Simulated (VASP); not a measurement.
# AlRu (Pm-3m) in VASP: elastic constants with r2SCAN

Aim: the elastic constants of AlRu with r2SCAN.

All numbers are computed with VASP 6.6.1; they aren't measurements. Logs are shortened: lines on timing, memory, paths and dates and some standing lists are left out, and cuts for length are marked.

## 1. Starting point

The structure is cubic, space group Pm-3m (No. 221). The conventional cell has a = 2.983 Å, b = 2.983 Å, c = 2.983 Å, α = 90.00°, β = 90.00°, γ = 90.00°. Around Ru (site symmetry m-3m) lie 8 Al at 2.58 Å. Al (site symmetry m-3m) is surrounded by 8 Ru at 2.58 Å.

The cell was built by a generator and needn't be a form met in nature.

## 2. Elastic constants, r2SCAN

File POSCAR:

```
AlRu
1.0
    2.9826720883      0.0000000000     -0.0000000000
   -0.0000000000      2.9826720883      0.0000000000
    0.0000000000      0.0000000000      2.9826720883
  Ru              Al
     1     1
Direct
     0.0000000000000000    0.0000000000000000    0.0000000000000000
     0.5000000000000000    0.5000000000000000    0.5000000000000000
```

File INCAR.step1:

```
SYSTEM = AlRu
PREC = Accurate
ENCUT = 600
EDIFF = 1E-8
ISMEAR = 1
SIGMA = 0.2
LREAL = .False.
LASPH = .True.
NELM = 80
ALGO = Normal
ISIF = 3
LWAVE = .False.
LCHARG = .False.
METAGGA = R2SCAN
LMIXTAU = .True.
KPAR = 8
IBRION = 2
NSW = 40
EDIFFG = -0.002
```

File INCAR.step2:

```
SYSTEM = AlRu
PREC = Accurate
ENCUT = 600
EDIFF = 1E-8
ISMEAR = 1
SIGMA = 0.2
LREAL = .False.
LASPH = .True.
NELM = 80
ALGO = Normal
ISIF = 3
LWAVE = .False.
LCHARG = .False.
METAGGA = R2SCAN
LMIXTAU = .True.
KPAR = 8
IBRION = 6
NFREE = 2
POTIM = 0.015
NSW = 1
```

File KPOINTS:

```
Automatic mesh
0
Gamma
  18 18 18
  0 0 0
```

Potentials or basis: VASP PAW PBE potentials, release 64 (Ru_pv, Al).

The run is started by

```bash
$ cat potpaw_PBE.64/Ru_pv/POTCAR potpaw_PBE.64/Al/POTCAR > POTCAR
$ cp INCAR.step1 INCAR
$ mpirun -np 8 vasp_std > vasp.out
$ cp CONTCAR POSCAR
$ cp INCAR.step2 INCAR
$ mpirun -np 8 vasp_std > vasp.out
```

OUTCAR:

```text
SYSTEM = AlRu
   PREC = Accurate
   ENCUT = 600
   EDIFF = 1E-8
   ISMEAR = 1
   LREAL = .False.
   LASPH = .True.
   NELM = 80
   ISIF = 3
   METAGGA = R2SCAN
   IBRION = 6
   NFREE = 2
   POTIM = 0.015
   NSW = 1

 ion  position               nearest neighbor table
   1  0.000  0.000  0.000-   2 2.58   2 2.58   2 2.58   2 2.58   2 2.58   2 2.58   2 2.58   2 2.58

   2  0.500  0.500  0.500-   1 2.58   1 2.58   1 2.58   1 2.58   1 2.58   1 2.58   1 2.58   1 2.58

  LATTYP: Found a simple cubic cell.
 ALAT       =     2.9826720883

  Lattice vectors:

 A1 = (   2.9826720883,   0.0000000000,   0.0000000000)
 A2 = (   0.0000000000,   2.9826720883,   0.0000000000)
 A3 = (   0.0000000000,   0.0000000000,   2.9826720883)

Analysis of symmetry for initial positions (statically):
=====================================================================
 Subroutine PRICEL returns:
 Original cell was already a primitive cell.

 Routine SETGRP: Setting up the symmetry group for a
 simple cubic supercell.

 Subroutine GETGRP returns: Found 48 space group operations
 (whereof 48 operations were pure point group operations)
 out of a pool of 48 trial point group operations.

The static configuration has the point symmetry O_h .

Analysis of symmetry for dynamics (positions and initial velocities):
=====================================================================
 Subroutine PRICEL returns:
 Original cell was already a primitive cell.

 Routine SETGRP: Setting up the symmetry group for a
 simple cubic supercell.

 Subroutine GETGRP returns: Found 48 space group operations
 (whereof 48 operations were pure point group operations)
 out of a pool of 48 trial point group operations.

The dynamic configuration has the point symmetry O_h .

 Subroutine INISYM returns: Found 48 space group operations
 (whereof 48 operations are pure point group operations),
 and found     1 'primitive' translations

----------------------------------------------------------------------------------------

                                     Primitive cell

  volume of cell :      26.5348

  direct lattice vectors                    reciprocal lattice vectors
     2.982672088  0.000000000  0.000000000     0.335269842  0.000000000  0.000000000
     0.000000000  2.982672088  0.000000000     0.000000000  0.335269842  0.000000000
     0.000000000  0.000000000  2.982672088     0.000000000  0.000000000  0.335269842

  length of vectors
     2.982672088  2.982672088  2.982672088     0.335269842  0.335269842  0.335269842

  position of ions in fractional coordinates (direct lattice)
     0.000000000  0.000000000  0.000000000
     0.500000000  0.500000000  0.500000000

  ion indices of the primitive-cell ions
   primitive index   ion index
                 1           1
                 2           2

----------------------------------------------------------------------------------------

 KPOINTS: Automatic mesh

Automatic generation of k-mesh.
 Grid dimensions read from file:
 generate k-points for:   18   18   18

[... 110 lines left out ...]
  ext. energy  EPLUGINS =         0.00000000
  ---------------------------------------------------
  free energy    TOTEN  =       -33.60974811 eV

  energy without entropy =      -33.61001665  energy(sigma->0) =      -33.60983762

------------------------ aborting loop because EDIFF is reached ----------------------------------------

  FORCE on cell =-STRESS in cart. coord.  units (eV):
  Direction    XX          YY          ZZ          XY          YZ          ZX
  --------------------------------------------------------------------------------------
  -------------------------------------------------------------------------------------
  Total       -0.0016078     -0.0016078     -0.0016078     -0.0000000      0.0000000      0.0000000
  in kB       -0.0970802     -0.0970802     -0.0970802     -0.0000000      0.0000000      0.0000000
  external PRESSURE =      -0.0970802 kB  Pullay stress =       0.0000000 kB
[... 89 lines left out ...]
  FREE ENERGIE OF THE ION-ELECTRON SYSTEM (eV)
  ---------------------------------------------------
  free  energy   TOTEN  =       -33.6030201640 eV

  energy  without entropy=      -33.6032871275  energy(sigma->0) =      -33.60310915

[... ionic steps 4 to 14 ...]

--------------------------------------- Ionic step       15  -------------------------------------------

 number of electron      16.9999997 magnetization

------------------------ aborting loop because EDIFF is reached ----------------------------------------
[... 67 lines left out ...]
--------------------------------------- Ionic step       17  -------------------------------------------

 number of electron      16.9999996 magnetization

 Free energy of the ion-electron system (eV)
  ---------------------------------------------------
  ext. energy  EPLUGINS =         0.00000000
  ---------------------------------------------------
  free energy    TOTEN  =       -33.60882483 eV

  energy without entropy =      -33.60909143  energy(sigma->0) =      -33.60891370

 E-fermi :  10.6756     XC(G=0): -13.6674

 val. band max:       10.6709177759   @ k =   0.0000   0.1667   0.1111
 cond. band min:      10.6790219225   @ k =   0.1111   0.1111   0.0000
 fundamental gap:      0.0081041466
 Fermi energy:        10.6755977317

 k-point     1 :       0.0000    0.0000    0.0000
  band No.  band energies     occupation
      1     -32.3899      2.00000
      2     -32.3899      2.00000
      3     -32.3898      2.00000
      4       0.4677      2.00000
      5       6.9578      2.00000
      6       6.9579      2.00000
      7      10.8628     -0.03435
      8      10.8632     -0.03486
      9      10.8632     -0.03487
     10      17.2546      0.00000
     11      17.2546      0.00000
     12      17.2548      0.00000
[... 331 lines left out ...]
 k-point    24 :       0.3333    0.1111    0.0000
  band No.  band energies     occupation
      1     -32.5666      2.00000
      2     -32.4017      2.00000
      3     -32.3718      2.00000
      4       2.7735      2.00000
      5       6.6928      2.00000
      6       7.6952      2.00000
      7       9.1949      2.00000
      8       9.3997      2.00000
      9      10.8079      0.10862
     10      13.5939     -0.00000
     11      18.5760      0.00000
     12      20.3252      0.00000

 [... further k-points ...]
[... 5 lines left out ...]
  --------------------------------------------------------------------------------------
  -------------------------------------------------------------------------------------
  Total       -0.0007665      0.0025887      0.0025887      0.0000000      0.0000000      0.0000000
  in kB       -0.0462812      0.1563078      0.1563078      0.0000000      0.0000000      0.0000000
  external PRESSURE =       0.0887781 kB  Pullay stress =       0.0000000 kB
[... 17 lines left out ...]
  FREE ENERGIE OF THE ION-ELECTRON SYSTEM (eV)
  ---------------------------------------------------
  free  energy   TOTEN  =       -33.6088248312 eV

  energy  without entropy=      -33.6090914258  energy(sigma->0) =      -33.60891370

 INTERNAL STRAIN TENSORS FROM STRAINED CELLS
 ============================================

 INTERNAL STRAIN TENSOR FOR ION    1 for displacements in x,y,z  (eV/Angst):
          X           Y           Z          XY          YZ          ZX
  --------------------------------------------------------------------------------
  x     0.00000     0.00000     0.00000     0.00000     0.00000     0.00000
  y     0.00000     0.00000     0.00000     0.00000     0.00000     0.00000
  z     0.00000     0.00000     0.00000     0.00000     0.00000     0.00000

 INTERNAL STRAIN TENSORS FROM DISPLACED ATOMS
 ============================================

 INTERNAL STRAIN TENSOR FOR ION    1 for displacements in x,y,z  (eV/Angst):
          X           Y           Z          XY          YZ          ZX
  --------------------------------------------------------------------------------
  x     0.00000     0.00000     0.00000     0.00000     0.00000     0.00000
  y     0.00000     0.00000     0.00000     0.00000     0.00000     0.00000
  z     0.00000     0.00000     0.00000     0.00000     0.00000     0.00000

 INTERNAL STRAIN TENSOR FOR ION    2 for displacements in x,y,z  (eV/Angst):
          X           Y           Z          XY          YZ          ZX
  --------------------------------------------------------------------------------
  x     0.00000     0.00000     0.00000     0.00000     0.00000     0.00000
  y     0.00000     0.00000     0.00000     0.00000     0.00000     0.00000
  z     0.00000     0.00000     0.00000     0.00000     0.00000     0.00000

 Eigenvectors and eigenvalues of the dynamical matrix
 ----------------------------------------------------

   1 f  =    9.727040 THz    61.116796 2PiTHz  324.459136 cm-1    40.227788 meV
             X         Y         Z           dx          dy          dz
      0.000000  0.000000  0.000000    -0.418992   -0.189090    0.000000
      1.491336  1.491336  1.491336     0.809468    0.365310    0.000000
[... 21 lines left out ...]
   6 f/i=    0.007205 THz     0.045269 2PiTHz    0.240324 cm-1     0.029796 meV
             X         Y         Z           dx          dy          dz
      0.000000  0.000000  0.000000     0.593351   -0.660776   -0.000000
      1.491336  1.491336  1.491336     0.307127   -0.342027    0.000000

--------------------------------------------------------------------------------------------------------

 ELASTIC MODULI CONTR FROM IONIC RELAXATION (kBar)
 Direction    XX          YY          ZZ          XY          YZ          ZX
 --------------------------------------------------------------------------------
 XX           0.0000      0.0000      0.0000      0.0000      0.0000      0.0000
 YY           0.0000      0.0000      0.0000      0.0000      0.0000      0.0000
 ZZ           0.0000      0.0000      0.0000      0.0000      0.0000      0.0000
 XY           0.0000      0.0000      0.0000      0.0000      0.0000      0.0000
 YZ           0.0000      0.0000      0.0000      0.0000      0.0000      0.0000
 ZX           0.0000      0.0000      0.0000      0.0000      0.0000      0.0000
 --------------------------------------------------------------------------------

 TOTAL ELASTIC MODULI (kBar)
 Direction    XX          YY          ZZ          XY          YZ          ZX
 --------------------------------------------------------------------------------
 XX        3492.5139   1595.8852   1595.8852     -0.0000     -0.0000      0.0000
 YY        1595.8852   3492.5139   1595.8852      0.0000     -0.0000     -0.0000
 ZZ        1595.8852   1595.8852   3492.5139     -0.0000     -0.0000      0.0000
 XY          -0.0000      0.0000     -0.0000   1332.4417      0.0000      0.0000
 YZ          -0.0000     -0.0000     -0.0000      0.0000   1332.4417      0.0000
 ZX           0.0000     -0.0000      0.0000      0.0000      0.0000   1332.4417
 --------------------------------------------------------------------------------
```

It took 21 min on 8 MPI ranks of Intel Xeon Platinum 8259CL at 2.50GHz (Skylake/Cascade Lake), shared host; peak memory 1.1 GiB.

Results:

| Quantity | Value |
| --- | --- |
| Elastic constants C11, C12, C44 | 349, 160, 133 GPa |
| Voigt bulk modulus | 223 GPa |
| Highest phonon frequency at Γ, LO-TO splitting left out | 324 cm⁻¹ |

Phonon frequencies in cm⁻¹ (negative: imaginary):
```csv
q point,frequencies
"(0.000, 0.000, 0.000)",0 0 0 324 324 324
```

Elastic tensor in Voigt notation (GPa, in the Cartesian axes of the cell as first typed):
```
349 160 160   0   0   0
160 349 160   0   0   0
160 160 349   0   0   0
  0   0   0 133   0   0
  0   0   0   0 133   0
  0   0   0   0   0 133
```

Clamped-ion elastic tensor (GPa):
```
349 160 160   0   0   0
160 349 160   0   0   0
160 160 349   0   0   0
  0   0   0 133   0   0
  0   0   0   0 133   0
  0   0   0   0   0 133
```

Caveat: the PAW data sets were made with another functional, which shifts forces and pressure a little.
